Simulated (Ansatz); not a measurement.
Input and command of a plane-wave DFT calculation in Ansatz:

```yaml
crystal:
  lattice:
    - [0.0, 2.7169171383, 2.7169171383]
    - [2.7169171383, 0.0, 2.7169171383]
    - [2.7169171383, 2.7169171383, 0.0]
  atoms:
    - { symbol: Si, position: [0.75, 0.75, 0.75] }
    - { symbol: Si, position: [0.5, 0.5, 0.5] }
basis:
  ecutwfc: 420
kpoints:
  mp_grid: { grid: [12, 12, 12] }
hamiltonian:
  xc: pbesol
scf:
  occupations: { method: gaussian, width: 0.02 }
output:
  forces: true
  stress: true
  eigenvalues: true
  write_density: true
  write_potential: true
  elf: true
  volumetric_format: npy
relax:
  adjacent_minimum: "off"
  f_tol: 0.005
  max_steps: 80
  cell: { stress_tol: 0.05 }
```

```bash
ansatz run input.yaml --threads 4 --pin off --max-ram 10240MiB --backend cpu --events-out ev --progress --plain --runs-dir out
```

Processor: Arm Neoverse V2, 4 threads, on a host shared with other jobs.

How long does it run, and how much memory does it take?

About 0.97 s on 4 threads of Arm Neoverse V2 (shared host), peak memory 0.32 GiB. It solves 8 bands at 72 k points (the mesh reduced by the symmetry that the task leaves, which can be less than the crystal's) with about 749 plane waves (on the last cell), in 9 SCF iterations over 2 ionic steps.
